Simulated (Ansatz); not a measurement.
# SrO (P6_3/mmc) in Ansatz: a series of runs

Runs on SrO. Level: PBE. Tasks: dielectric tensor, phonons.

Program: Ansatz 0.2.0. These are calculated values, not measurements. Logs are shortened: lines on timing, memory, paths and dates and some standing lists are left out, and cuts for length are marked.

## (1) The crystal as given

Symmetry: P6_3/mmc, No. 194, hexagonal system. Conventional cell: a = 3.553 Å, b = 3.553 Å, c = 6.217 Å, α = 90.00°, β = 90.00°, γ = 120.00°. Around Sr (site symmetry -6m2) lie 6 O at 2.57 Å. Around O (site symmetry -3m) lie 6 Sr at 2.57 Å.

Measurements of this composition are mostly on another form, of space group No. 225.

## (2) Dielectric tensor, PBE

input.yaml reads:

```yaml
crystal:
  lattice:
    - [3.5532880902, 0.0, 0.0]
    - [-1.7766440451, 3.0772377531, 0.0]
    - [0.0, 0.0, 6.21730398]
  atoms:
    - { symbol: Sr, position: [0.6666666667, 0.3333333333, 0.75] }
    - { symbol: Sr, position: [0.3333333333, 0.6666666667, 0.25] }
    - { symbol: O, position: [0.0, 0.0, 0.5] }
    - { symbol: O, position: [0.0, 0.0, 0.0] }
kpoints:
  mp_grid: { grid: [9, 9, 5] }
scf:
  occupations: { method: fixed }
hamiltonian:
  xc: pbe
  pseudopotentials: { kind: all_electron, datasets: crystal }
output: {}
dielectric: {}
```

Potentials or basis: all-electron PAW datasets made for the crystal.

Launch:

```sh
ansatz run input.yaml --threads 2 --pin off --max-ram 6144MiB --backend cpu --events-out ev --progress --plain --runs-dir out
```

Standard output:

```text
Warning: RAYON_NUM_THREADS=2 ignored (pool sized by the plan → 2); use --threads N
hamiltonian.pseudopotentials.datasets: crystal makes datasets for this crystal and solves the spheres of its atoms anew in each pass: cutoff 340.0 eV, the density's 1360.0 eV; for an error of 0.50 meV an atom under PBE, 2.0 meV for the cell; an energy difference from a run of another recipe may be off by several times the error for the cell, under r2SCAN by more, where some 0.1 meV an atom stays at smaller errors; in a run that uses the all-electron wave functions in the spheres, carries its plane waves along with the cell (elastic.basis: deformed) or is on a recipe of such a run or, without exact exchange, of a hybrid, they include no finite-basis correction of the energy (for plane waves above the cutoff): energies differ from those of runs with it by up to 1.1 meV an atom at a dataset_error of 0.2 meV (4 under r2SCAN), and by more at a larger error or with an open f shell (one dataset_recipe, of a run without it, keeps both alike, but for a hybrid, which always has it); O in spheres of 1.196 Å, 6 of its electrons in bands; Sr in spheres of 1.376 Å, 10 of its electrons in bands
Engine: ansatz 0.2.0, x86_64-unknown-linux-gnu
Pseudopotentials: kind: all_electron
Pseudopotential: Sr, paw, valence charge 10, recommended cutoff 340 eV (normal), crystal/all_electron/pbe/scalar/gaussian/Sr, Koelling and Harmon's equation, gaussian nucleus
Pseudopotential: O, paw, valence charge 6, recommended cutoff 340 eV (normal), crystal/all_electron/pbe/scalar/gaussian/O, Koelling and Harmon's equation, gaussian nucleus
Functional definition: PBE
  parameter kappa = 0.804
  parameter beta = 0.06672455060314922
  exchange = pbe_x(kappa = kappa, mu = beta*pi^2/3)
  correlation = pbe_c(beta = beta)
davidson cushion auto → on  (no smearing: the cushion is to keep the highest requested band from converging to the state above it; pin scf.eigensolver.cushion to override)
Crystal: 4 atoms, lattice volume = 67.982 Å³
Basis set: ecut = 340 eV, 991 PW (Γ), exchange–correlation on 48×48×80 points (8 copies of the dense FFT grid, shifted against one another)
Bands: 20, of which v1, the nominal top of the filled ones, is band 16 counted from 1 (15 counted from 0)
Symmetry: 24 space group operations
k-points: 115 of 405 (irreducible under 2 space group operations, time reversal used)
Non-local potential: Sr, projectors of the file, l = 0: 2, l = 1: 2, l = 2: 2
Non-local potential: O, projectors of the file, l = 0: 2, l = 1: 2
PAW form: soft (Blöchl's): semilocal exchange-correlation on the pseudo side does not see the compensation charge
PAW one-centre angular grid: Sr, 110 points (default); XC on its mesh's 1893 points in the sphere
PAW one-centre angular grid: O, 110 points (default); XC on its mesh's 2005 points in the sphere
Initial density: superposition of atomic densities (neutral atoms: chi_scale 0, normalization atom)
Initial wavefunctions: pseudopotential atomic-orbital guess
Functional: x = pbe(κ = 0.804, μ = 0.2195149727645171), c = pbe(β = 0.06672455060314922)
iter 1 solved again at ethr=5.28e-2 eV; its pass at ethr=1.00e-1 eV (dr2=1.69e1 eV) is discarded
SCF iter   1: F=—  HF=-177145.029887 eV  |F-HF|=—  |Δ(HF+E_count)|=         —  Δρ=1.37e-1  dr2=1.68e1  ethr=5.28e-2  ⟨swp⟩=2.1  Hψ=13274  notcnv=0
preconditioner: auto → Resta (q_TF=auto, 2.406 Å⁻¹)  ε∞=3.3  [insulator: Δε(μ)=6.008 eV  Ē_g=15.803 eV  n_scr=22 (ndim 8)  ℏωp=23.8 eV  f_vac=0.000  ε∞_Penn≈3.3]
iter 2 solved again at ethr=3.15e-3 eV; its pass at ethr=5.26e-2 eV (dr2=1.01e0 eV) is discarded
SCF iter   2: F=—  HF=-177141.111175 eV  |F-HF|=—  |Δ(HF+E_count)|=    3.92e0  Δρ=5.25e-2  dr2=1.02e0  ethr=3.15e-3  ⟨swp⟩=2.6  Hψ=11173  notcnv=0  defer=12
SCF iter   3: F=—  HF=-177140.631820 eV  |F-HF|=—  |Δ(HF+E_count)|=   4.79e-1  Δρ=2.18e-2  dr2=5.61e-1  ethr=3.15e-3  ⟨swp⟩=3.0  Hψ=6074  notcnv=0
SCF iter   4: F=—  HF=-177140.539893 eV  |F-HF|=—  |Δ(HF+E_count)|=   9.19e-2  Δρ=9.50e-3  dr2=4.29e-2  ethr=1.75e-3  ⟨swp⟩=3.0  Hψ=6807  notcnv=0
SCF iter   5: F=—  HF=-177140.545888 eV  |F-HF|=—  |Δ(HF+E_count)|=   6.00e-3  Δρ=2.34e-3  dr2=2.91e-3  ethr=1.34e-4  ⟨swp⟩=3.1  Hψ=5677  notcnv=0  defer=4
SCF iter   6: F=—  HF=-177140.547333 eV  |F-HF|=—  |Δ(HF+E_count)|=   1.44e-3  Δρ=1.14e-3  dr2=1.20e-3  ethr=9.08e-6  ⟨swp⟩=4.1  Hψ=7659  notcnv=0  defer=1
SCF iter   7: F=—  HF=-177140.547290 eV  |F-HF|=—  |Δ(HF+E_count)|=   4.25e-5  Δρ=1.00e-4  dr2=1.06e-5  ethr=3.75e-6  ⟨swp⟩=3.0  Hψ=6103  notcnv=0  defer=1
SCF iter   8: F=—  HF=-177140.547302 eV  |F-HF|=—  |Δ(HF+E_count)|=   1.21e-5  Δρ=3.76e-5  dr2=1.23e-6  ethr=3.32e-8  ⟨swp⟩=4.2  Hψ=8112  notcnv=0  defer=1
SCF iter   9: F=—  HF=-177140.547303 eV  |F-HF|=—  |Δ(HF+E_count)|=   3.60e-7  Δρ=1.18e-5  dr2=1.17e-7  ethr=3.85e-9  ⟨swp⟩=3.3  Hψ=6956  notcnv=0
SCF iter  10: F=—  HF=-177140.547303 eV  |F-HF|=—  |Δ(HF+E_count)|=   1.10e-8  Δρ=1.07e-6  dr2=7.61e-10  ethr=3.64e-10  ⟨swp⟩=3.8  Hψ=6317  notcnv=0
SCF iter  11: F=-177140.547303 eV  HF=-177140.547303 eV  |F-HF|=2.91e-11  |Δ(HF+E_count)|=  1.46e-10  Δρ=1.70e-7  dr2=2.04e-11  ethr=2.38e-12  ⟨swp⟩=4.0  Hψ=7301  notcnv=0  defer=2
SCF 1 converged in 11 iterations: F = -177140.547303 eV  dr2 = 2.04e-11
the response reads at least the filled bands of the reference SCF and the lowest empty band at each k-point, and that SCF's band table does not vouch for those bands. The notice of the band table in this run's record says why
NSCF: frozen V_eff on 6 k-points
DFPT response loops at Γ: preconditioner auto → Resta (q_TF=auto, 2.406 Å⁻¹)  ε∞=4.4 (no band partly filled); β = 1.00, the filter's whole step (`scf.mixing.beta` (0.50) is not read by the response loops at its default; to damp them type it under 1.00, their step now; it binds the ground state too); Broyden in place of MSR1
WARN: field response: ε∞, Z* and everything formed from them stand on the 9×9×5 k-mesh, whose period is 18.32 times the interband length at k = (0.0000, 0.0000, 0.0000), direct gap 3.084 eV, 14 or more, which is no proof that they serve; points inside a basis were not begun: none includes the bands' part inside the spheres of datasets made for the crystal
SCF converged after 11 iterations
Free energy (F): -177140.547303 eV
Harris-Foulkes:  -177140.547303 eV  (|F-HF|=2.91e-11)
Internal energy: -177140.547303 eV  (E = F + TS)
E sigma→0 (E₀):  -177140.547303 eV
Past the cutoff: waves up to 1.5 times it would add -0.000075 eV an atom, which no energy here includes
By the cutoff:   a pressure is off by up to 0.008 GPa (6 times that energy over an atom's volume, and 0.004 GPa: a bound that held against runs at twice the plane waves)
Past the cutoffs: a stress includes 0.0002 GPa for waves and charges beyond them
In the spheres:  the bands' charges fall short by 2.4e-7 e at most (sound up to 1e-3)
Fermi energy:    9.958763 eV
--- Per-component energies (eV) ---
  E_band       = -67.271005
  E_kinetic    = 523.034838
  E_local      = -827.232306  (includes V_loc(G=0)·N_el)
  E_nonlocal   = -81.833422
  E_hartree    = 487.689326
  E_xc         = -250.409251
  E_vxc        = -324.721258  (∫ρ·V_xc dr)
  E_paw        = -177933.820745  (= ΣΔE_a)
  E_vpaw       = -3382.804051  (= ΣTr[D̂ρ^β])
  E_ewald      = -2108.882202
  E_smearing   = -0.000000  (= −TS)
  E_closure    = 3050.906459  (closes the sum)
  Σ components = -177140.547303   (vs F -177140.547303, Δ=0.00e0)
  The terms above E_closure are by the made datasets' own strengths, without shells solved beside the bands.
--- Band table (eV; the first three rows and the last of 115) ---
  k-point 0: bands = ["-22.9552", "-22.8473", "-7.1016", "-5.5734", "-4.6270", "-4.6270", "-4.5988", "-4.5741", "-4.5741", "-3.1373", "7.2500", "8.9444", "8.9444", "9.1791", "9.1791", "9.9588", "13.0432", "14.9738", "15.1147", "16.1669"]
  k-point 1: bands = ["-22.9450", "-22.8578", "-7.0041", "-5.8474", "-4.6219", "-4.6219", "-4.5792", "-4.5792", "-4.3350", "-3.2327", "7.4411", "8.9577", "8.9577", "9.1468", "9.1468", "9.5613", "13.4253", "14.9808", "15.2733", "16.3491"]
  k-point 2: bands = ["-22.9183", "-22.8850", "-6.7265", "-6.3127", "-4.6087", "-4.6087", "-4.5923", "-4.5923", "-3.8931", "-3.5003", "7.9787", "8.7557", "9.0012", "9.0012", "9.0730", "9.0730", "14.2477", "14.8677", "15.6389", "16.4131"]
  k-point 114: bands = ["-22.8075", "-22.7933", "-6.6555", "-6.4420", "-5.0503", "-5.0288", "-4.9366", "-4.7543", "-3.9765", "-3.7809", "8.0435", "8.2111", "8.6439", "8.8687", "9.1442", "9.2185", "14.2614", "14.8447", "16.4392", "16.5686"]
--- Dielectric response (ions clamped): 2 representative field directions + reference, on 115 of 405 k-points (Σ response iterations 18) ---
  k mesh reduced under 2 symmetry operations, with k and −k counted as one. Each operation leaves every solved perturbation unchanged. A smaller set is not considered because the run solves the response to a homogeneous field
  ε∞ (high-frequency dielectric tensor):
        3.844953     0.000000     0.000000
        0.000000     3.844953     0.000000
        0.000000     0.000000     4.038717
  Born effective charges Z* (e; rows j = field, columns β = displacement):
    site 0:
         2.24329   -0.00000    0.00000
        -0.00000    2.24329    0.00000
         0.00000   -0.00000    2.57541
    site 1:
         2.24329   -0.00000    0.00000
        -0.00000    2.24329    0.00000
         0.00000   -0.00000    2.57541
    site 2:
        -2.24329    0.00000    0.00000
         0.00000   -2.24329    0.00000
         0.00000    0.00000   -2.57541
    site 3:
        -2.24329    0.00000    0.00000
         0.00000   -2.24329    0.00000
        -0.00000    0.00000   -2.57541
  Z* charge neutrality: 4.442e-5 e pre-enforcement
  k-mesh period / interband length: 31.1 Å / 1.70 Å = 18.32 at k = (0.0000, 0.0000, 0.0000), direct gap 3.084 eV — 14 or more, which is no proof of convergence
```

Wall time 4.2 min (2 threads of Intel Xeon at 2.50GHz (Skylake/Cascade Lake), shared host); peak memory 1.3 GiB.

What came out:

```
Free energy                             : -177140.5473 eV
Band gap on the k mesh                  : 3.08 eV, direct
Electronic dielectric tensor (diagonal) : 3.85, 3.85, 4.04
Born charges (mean of the diagonal)     : Sr +2.35; O -2.35 e
```

Levels at points of the mesh, in eV from the valence-band top:
```
           k point  band 12  band 13  band 14  band 15  band 16  band 17  band 18  band 19  band 20
(0.00, 0.00, 0.00)    -1.01    -1.01    -0.78    -0.78     0.00     3.08     5.02     5.16     6.21
```

Electronic dielectric tensor:
```
3.85 0.00 0.00
0.00 3.85 0.00
0.00 0.00 4.04
```

Born effective charge tensors (e):
atom 1, Sr
```
2.24 0.00 0.00
0.00 2.24 0.00
0.00 0.00 2.58
```
atom 2, Sr
```
2.24 0.00 0.00
0.00 2.24 0.00
0.00 0.00 2.58
```
atom 3, O
```
-2.24  0.00  0.00
 0.00 -2.24  0.00
 0.00  0.00 -2.58
```
atom 4, O
```
-2.24  0.00  0.00
 0.00 -2.24  0.00
 0.00  0.00 -2.58
```

Caveat: an odd mesh through Γ misses points on the zone boundary, where band edges often lie.

## (3) Phonons, PBE

Edit input.yaml of step 2 so:

```diff
@@ -13,7 +13,9 @@
 scf:
-  occupations: { method: fixed }
+  occupations: { method: fermi_dirac, width: 0.05 }
 hamiltonian:
   xc: pbe
-  pseudopotentials: { kind: all_electron, datasets: crystal }
+  pseudopotentials: { kind: all_electron, lapw: { basis_error: 0.002 } }
 output: {}
-dielectric: {}
+phonons:
+  method: fd
+  supercell: [1, 1, 1]
```

Potentials or basis: all-electron LAPW, scalar-relativistic.

Launch:

```sh
ansatz run input.yaml --threads 2 --pin off --max-ram 6144MiB --backend cpu --events-out ev --progress --plain --runs-dir out
```

Standard output:

```text
Warning: RAYON_NUM_THREADS=2 ignored (pool sized by the plan → 2); use --threads N
LAPW: plane waves up to 7.422 Å⁻¹, error target 2.0e-3 eV per atom; small_component_spin mean_spin; O in spheres of 1.202 Å, 6 of its electrons in bands, Dirac shells []; Sr in spheres of 1.295 Å, 28 of its electrons in bands, Dirac shells [] (how accurate: hamiltonian.pseudopotentials.lapw.basis_error, Limitations)
Engine: ansatz 0.2.0, x86_64-unknown-linux-gnu
Pseudopotentials: kind: all_electron
Pseudopotential: Sr, LAPW, valence charge 28, lapw/all_electron/scalar/gaussian/Sr, Koelling and Harmon's equation, gaussian nucleus
Pseudopotential: O, LAPW, valence charge 6, lapw/all_electron/scalar/gaussian/O, Koelling and Harmon's equation, gaussian nucleus
Functional definition: PBE
[... 97 lines left out ...]
  k-point 35: bands = ["-315.3501", "-315.3501", "-237.7258", "-237.7258", "-237.7258", "-237.7258", "-237.7073", "-237.7073", "-109.6721", "-109.6721", "-109.6721", "-109.6721", "-109.6566", "-109.6566", "-109.6566", "-109.6566", "-109.6557", "-109.6557", "-22.7745", "-22.7745", "-6.6892", "-6.3145", "-5.3573", "-5.3573", "-4.7296", "-4.7296", "-4.1559", "-3.7308", "7.8624", "7.8624", "8.7075", "8.9927", "9.2387", "9.2387", "14.9577", "14.9577", "16.8057", "16.8057", "18.1711", "18.4846", "19.4284"]
--- Phonons: 3 displaced members + reference (amplitude 0.01 Å, Σ member SCF iterations 23) ---
  symmetry images taken by strict's conditions (phonons.symmetry_images: auto; settled by no image being taken that strict refuses)
  ASR residual: 7.930e-4 → 0.000e0 eV/Å²; symmetrization residual: 2.853e-4 eV/Å²
  largest component of a force at the reference: 1.3e-16 eV/Å
  ASR residual per site (eV/Å²): 6.11e-4 6.11e-4 7.93e-4 7.93e-4
  Γ frequencies (cm⁻¹): 0.00 0.00 0.00 111.94 111.94 188.15 188.15 209.86 234.27 247.14 247.14 464.67
  density of states and harmonic sums: on the 20×20×10 q-mesh, interpolated from the force constants of a 1×1×1 supercell (no non-analytic term)
  largest difference from the sums on the solved wave vectors: F 5.34e-1 eV, S 7.93e-4 and C_V 2.58e-4 eV/K
  zero-point energy: 0.139667 eV/cell   skipped modes (ω ≤ 0): 3   left out of the sums: 6.25e-5 of the cell's modes: C_V's classical limit lies that fraction below 3 k_B per atom; for a crystal, a wire or a layer, F and S can be off by more, and a phonons.interpolated_qmesh denser along its periods is the remedy for the sampling
```

phdos.tsv:

```text
# omega_inv_cm	omega_thz	g_bin_mean(omega)[modes/inv_cm]
# format = ansatz-phdos/2
# interpolated_qmesh = 20 20 10
# force_constants_supercell = 1 1 1
# lo_to_splitting: not included (the non-analytic LO-TO correction is not applied to the interpolated dynamical matrix; polar crystals: no LO-TO splitting at GAMMA, and LO and other optical branches, acoustic branches and sound speeds, and with them the density of states and the thermodynamics, can be off between the wave vectors that the force constants were sampled on, most near GAMMA; a larger extent of the force constants narrows that region and is not shown to mend the acoustic slopes)
# g_bin_mean(omega): the modes in a bin one row spacing wide, centred on omega, divided by that spacing. A flat band (one whose frequency is the same at every q-point) is counted whole in the row whose bin holds it (on the edge of two bins, in the lower row). The modes of the run's own cell are the sum of g_bin_mean times the row spacing in inv_cm (a plain sum, not the trapezoid rule); for a one-atom cell on a GAMMA-only q-mesh every row is zero, so that sum is 0, not 3
0.000000	0.000000	6.059714e-8
0.929349	0.027861	1.575526e-6
1.858698	0.055722	5.938520e-6
2.788047	0.083584	1.321018e-5
3.717396	0.111445	2.339050e-5
4.646745	0.139306	3.647948e-5
[... 493 lines left out ...]
463.745171	13.902730	4.241344e-2
464.674520	13.930592	2.120672e-2
```

Run time: 3.7 min. Hardware: 2 threads of Intel Xeon at 2.50GHz (Skylake/Cascade Lake), shared host; peak memory 0.64 GiB.

Results:

| Item | Value |
| --- | --- |
| Free energy | -177140.5454 eV |
| Band gap on the k mesh | 3.08 eV, direct |
| Highest phonon frequency at Γ, LO-TO splitting left out | 465 cm⁻¹ |

Levels at points of the mesh, in eV from the valence-band top:
```tsv
k point	band 32	band 33	band 34	band 35	band 36	band 37
(0.00, 0.00, 0.00)	-0.78	-0.78	0.00	3.08	5.01	5.16
```

Phonon frequencies in cm⁻¹ (negative: imaginary):
| q point | frequencies |
| --- | --- |
| (0.000, 0.000, 0.000) | 0 0 0 112 112 188 188 210 234 247 247 465 |

Caveat: an odd mesh through Γ misses points on the zone boundary, where band edges often lie. Expect the measured gap to be larger: semilocal functionals such as PBE lack the derivative discontinuity.
